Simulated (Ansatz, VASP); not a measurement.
# CdS in VASP and in Ansatz

```
CELL_PARAMETERS angstrom
0.00000 2.61584 2.61584
2.61584 0.00000 2.61584
2.61584 2.61584 0.00000
ATOMIC_POSITIONS crystal
Cd 0.00000 0.00000 0.00000
S 0.50000 0.50000 0.50000
```

Alike in both runs: functional PBE; k mesh 14 × 14 × 14; occupations fermi-dirac, width 0.1 eV; no spin polarisation.

Ansatz relaxed the structure, and its values are those at the end. VASP's run is a single point on that final structure, the one shown.

```csv
,VASP,Ansatz
version,VASP 6.6.1,Ansatz 0.2.0
potentials or method,"VASP PAW PBE potentials, release 64 (Cd, S), cutoff 520 eV","all-electron LAPW, scalar-relativistic"
```

Ansatz gave:

| Item | Value |
| --- | --- |
| pressure (GPa) | 15.0 |

Estimate VASP's values.

pressure (GPa): 15.8.

Ansatz ran all-electron here, so the differences hold the error of VASP's frozen core and of both bases.

Caveats: so large a pressure means that the cell lies far from this level's equilibrium, or that cutoff or potentials fall short (VASP).
